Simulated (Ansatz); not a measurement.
The system is GaN.

```xyz
4
Lattice="3.1800 0.0000 0.0000 -1.5900 2.7540 0.0000 0.0000 0.0000 5.1660" Properties=species:S:1:pos:R:3 pbc="T T T"
Ga    1.5900    0.9180    2.5830
Ga    0.0000    1.8360    0.0000
N     1.5900    0.9180    4.5203
N     0.0000    1.8360    1.9373
```

```yaml
Program: Ansatz 0.2.0
Task: relaxation of cell and atoms
Functional: BLYP
Dispersion: D3(BJ)
Potentials_or_basis: Ansatz PAW
Cutoff: "420 eV (not typed: the program's choice for these potentials)"
k_mesh: 10 × 10 × 5
Occupations: fermi-dirac, width 0.05 eV
Spin: no spin polarisation
```

At the start: volume 11.31 Å³/atom.

Question: How do energy, volume and symmetry change on relaxing?

Answer: It ends after 8 steps and the volume is 11.59 Å³/atom (+2.5 %); space group P6_3mc (No. 186, to 0.05 Å).

The path:
| step | energy change (eV) | largest force (eV/Å) | volume (Å³) |
| --- | --- | --- | --- |
| 1 | 0.0000 | 0.1266 | 45.24 |
| 2 | -0.0115 | 0.0930 | 45.88 |
| 3 | -0.0128 | 0.0446 | 46.34 |
| 4 | -0.0129 | 0.0213 | 46.36 |
| 5 | -0.0130 | 0.0001 | 46.34 |
| 6 | -0.0178 | 0.0001 | 46.34 |
| 7 | -0.0177 | 0.0000 | 46.38 |
| 8 | -0.0178 | 0.0000 | 46.38 |

Final structure:
```
CELL_PARAMETERS angstrom
3.20124 0.00000 0.00000
-1.60062 2.77235 0.00000
0.00000 0.00000 5.22562
ATOMIC_POSITIONS crystal
Ga 0.66667 0.33333 0.49942
Ga 0.33333 0.66667 0.99942
N 0.66667 0.33333 0.87558
N 0.33333 0.66667 0.37558
```

Caveat: the plane-wave basis is chosen anew once the cell has moved, so the energies of steps on either side of that aren't comparable; the pressure holds a Pulay correction of +0.6 GPa for the finite cutoff; the PAW data sets come from PBE, with cores solved anew for the run's functional, which leaves a small shift of forces and pressure.
